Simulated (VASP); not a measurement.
Crystal: InP.

```
CELL_PARAMETERS angstrom
0.00000 2.93933 2.93933
2.93933 0.00000 2.93933
2.93933 2.93933 0.00000
ATOMIC_POSITIONS crystal
In 0.00000 0.00000 0.00000
P 0.25000 0.25000 0.25000
```

Base run:

```yaml
Program: VASP 6.6.1
Functional: LDA
Potentials_or_basis: VASP PAW LDA potentials, release 64 (In_d, P)
Cutoff: 520 eV
k_mesh: 8 × 8 × 8
Occupations: gaussian, width 0.03 eV
Spin: no spin polarisation
```

Its results: band gap on the k mesh 0.46 eV, direct; pressure -1.8 GPa.

Problem. The run is repeated on the same cell with these changes: functional from LDA to r2SCAN; potentials or basis from VASP PAW LDA potentials, release 64 (In_d, P) to VASP PAW PBE potentials, release 64 (In_d, P). What comes out?

Solution. Band gap on the k mesh 1.12 eV, direct; pressure 0.9 GPa.

Caveats: spin-orbit coupling is left out, which moves the levels of the heavy elements; the PAW data sets were made with another functional, which shifts forces and pressure a little (some runs).
